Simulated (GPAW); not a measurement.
A run of GPAW 26.7.0 is set up as follows.

The input run.py:

```python
from ase import Atoms
from ase.filters import FrechetCellFilter
from ase.io import write
from ase.optimize import BFGS
from ase.units import GPa
from gpaw import GPAW, PW, setup_paths

setup_paths.insert(0, '.')

atoms = Atoms(['Ti', 'Al', 'Al', 'Al'],
              cell=[[3.95567125, 0.0, 0.0],
                    [0.0, 3.95567125, 0.0],
                    [0.0, 0.0, 3.95567125]],
              scaled_positions=[[0.0, 0.0, 0.0],
                                [0.0, 0.5, 0.5],
                                [0.5, 0.0, 0.5],
                                [0.5, 0.5, 0.0]],
              pbc=True)

calc = GPAW(mode=PW(600),
            xc='PBEsol',
            kpts={'size': (7, 7, 7), 'gamma': True},
            occupations={'name': 'fermi-dirac', 'width': 0.05},
            nbands=23,
            convergence={'density': 1e-05, 'forces': 0.0001},
            maxiter=150,
            txt='gpaw.txt')
atoms.calc = calc
opt = BFGS(FrechetCellFilter(atoms, scalar_pressure=20 * GPa), trajectory='relax.traj', logfile='-')
done = opt.run(fmax=0.02, steps=60)
calc.write('gs.gpw')
write('result.traj', atoms)
print('Converged:', done)
print('Cell:', atoms.cell.cellpar().round(4))
print('Volume:', round(atoms.get_volume(), 4))
print(atoms.get_scaled_positions().round(5))
```

Potentials or basis: PAW data sets generated in the run's folder for this functional, pw.

Launch:

```sh
$ gpaw-setup -f PBEsol Al Ti
$ OMP_NUM_THREADS=1 python run.py
```

Estimate the band gap on the k mesh.

none (metal or under the smearing width).

What does it give for the relaxed volume?

13.46 Å³/atom.

Predict the space group after relaxing (to 0.05 Å).

Pm-3m (No. 221).

Estimate the relaxed cell.

a = 3.776 Å, b = 3.776 Å, c = 3.776 Å, α = 90.00°, β = 90.00°, γ = 90.00°.

Final structure:
```
CELL_PARAMETERS angstrom
3.77600 0.00000 0.00000
0.00000 3.77600 0.00000
0.00000 0.00000 3.77600
ATOMIC_POSITIONS crystal
Ti 0.00000 0.00000 0.00000
Al 0.00000 0.50000 0.50000
Al 0.50000 0.00000 0.50000
Al 0.50000 0.50000 0.00000
```

Caveat: later steps reuse the first step's grids.
